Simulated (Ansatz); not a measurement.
The system is W.

```
W
1.0
    -1.58234    1.58234    1.58234
     1.58234   -1.58234    1.58234
     1.58234    1.58234   -1.58234
W
1
Cartesian
  0.0000 0.0000 0.0000
```

| Property | Result |
| --- | --- |
| Program | Ansatz 0.2.0 |
| Task | relaxation of cell and atoms |
| Functional | LDA |
| Potentials or basis | all-electron LAPW, scalar-relativistic |
| Basis error allowed | 0.001 eV/atom |
| k mesh | 12 × 12 × 12 |
| Occupations | fermi-dirac, width 0.05 eV |
| Spin | no spin polarisation |

At the start: volume 15.85 Å³/atom.

How do energy, volume and symmetry change on relaxing?

Over 4 steps the energy falls by 12.8 meV/atom and the volume is 15.40 Å³/atom (-2.8 %); space group Im-3m (No. 229, to 0.05 Å).

Step by step:
| step | energy change (eV) | largest force (eV/Å) | volume (Å³) |
| --- | --- | --- | --- |
| 1 | 0.0000 | 0.0000 | 15.85 |
| 2 | -0.0127 | 0.0000 | 15.45 |
| 3 | -0.0128 | 0.0000 | 15.40 |
| 4 | -0.0128 | 0.0000 | 15.40 |

Final structure:
```
CELL_PARAMETERS angstrom
-1.56717 1.56717 1.56717
1.56717 -1.56717 1.56717
1.56717 1.56717 -1.56717
ATOMIC_POSITIONS crystal
W 0.00000 0.00000 0.00000
```
